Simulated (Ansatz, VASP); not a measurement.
## MgS in VASP and in Ansatz

POSCAR

```
MgS
1.0
    0.0000000000      2.8331200468      2.8331200468
    2.8331200468      0.0000000000      2.8331200468
    2.8331200468      2.8331200468      0.0000000000
S Mg
1 1
Direct
    0.2500000000      0.2500000000      0.2500000000
    0.0000000000      0.0000000000      0.0000000000
```

The input INCAR.step1:

```
PREC     = Accurate       # precision mode
ENCUT    = 520            # plane-wave cutoff, eV
EDIFF    = 1E-5           # SCF threshold, eV
ISMEAR   = -1             # smearing method
SIGMA    = 0.05           # smearing width, eV
LREAL    = F              # projectors in reciprocal space
LASPH    = T              # aspherical terms in the spheres
NELM     = 60             # most SCF steps
ALGO     = Normal         # electronic algorithm
ISIF     = 2              # what is computed and relaxed
LWAVE    = T              # write WAVECAR
NBANDS   = 11             # bands
GGA      = PE             # functional
```

Contents of INCAR.step2:

```
PREC     = Accurate       # precision mode
ENCUT    = 520            # plane-wave cutoff, eV
EDIFF    = 1E-6           # SCF threshold, eV
ISMEAR   = -1             # smearing method
SIGMA    = 0.05           # smearing width, eV
LREAL    = F              # projectors in reciprocal space
LASPH    = T              # aspherical terms in the spheres
NELM     = 60             # most SCF steps
ALGO     = Normal         # electronic algorithm
ISIF     = 2              # what is computed and relaxed
LWAVE    = F              # write WAVECAR
LCHARG   = T              # write CHGCAR
GGA      = B3             # functional
LHFCALC  = T              # exact exchange
AEXX     = 0.2            # exact-exchange fraction
AGGAX    = 0.72         
AGGAC    = 0.81         
ALDAC    = 0.19         
PRECFOCK = Normal       
LELF     = T              # ELF
LVHAR    = T            
NBANDS   = 11             # bands
ISTART   = 1
```

The input KPOINTS:

```
Automatic mesh
0
Gamma
  4 4 4
```

The input input.yaml:

```yaml
crystal:
  lattice:
    - [0.0, 2.8331200468, 2.8331200468]
    - [2.8331200468, 0.0, 2.8331200468]
    - [2.8331200468, 2.8331200468, 0.0]
  atoms:
    - { symbol: S, position: [0.25, 0.25, 0.25] }
    - { symbol: Mg, position: [0.0, 0.0, 0.0] }
hamiltonian:
  xc: b3lyp
  pseudopotentials: { kind: paw }
kpoints:
  mp_grid: { grid: [4, 4, 4] }
  band_path:
    path:
      - [[0.0, 0.0, 0.0], [0.5, 0.0, 0.5], [0.5, 0.25, 0.75], [0.375, 0.375, 0.75], [0.0, 0.0, 0.0], [0.5, 0.5, 0.5], [0.625, 0.25, 0.625], [0.5, 0.25, 0.75], [0.5, 0.5, 0.5], [0.375, 0.375, 0.75]]
      - [[0.625, 0.25, 0.625], [0.5, 0.0, 0.5]]
    npoints: 4
scf:
  occupations: { method: fermi_dirac, width: 0.05 }
  n_extra_bands: 6
output:
  forces: true
  stress: true
  eigenvalues: true
  fatbands: false
```

The cell comes from a database or a generator and needn't be the stable form of this composition.

Alike in both runs: functional B3LYP; k mesh 4 × 4 × 4; occupations fermi-dirac, width 0.05 eV; no spin polarisation.

```csv
,VASP,Ansatz
version,VASP 6.6.1,Ansatz 0.2.0
potentials or method,"VASP PAW PBE potentials, release 64 (S, Mg)",Ansatz PAW
plane-wave cutoff (eV),520,420
valence electrons in the cell,8,16
task,single point,band structure
```

```tsv
	VASP	Ansatz	Ansatz less VASP
gap on the k mesh at the Fermi level (eV)	5.01	4.99	-0.023
least direct gap on the mesh (eV)	5.01	4.99	-0.023
pressure (GPa)	1.0	1.1	+0.13
```

The functional is the same, so the differences come from potentials, cutoffs and numerics. The two sets of potentials don't hold the same shells in valence.

Caveats: the k mesh is coarse (spacing up to 0.48 Å⁻¹), so the values aren't converged, least of all with exact exchange; the PAW data sets were made with another functional, which shifts forces and pressure a little (VASP); the PAW data sets come from PBE, with cores solved anew for the run's functional, which leaves a small shift of forces and pressure (Ansatz); the thresholds are loose for stress (Ansatz). A k mesh can miss the band edges.
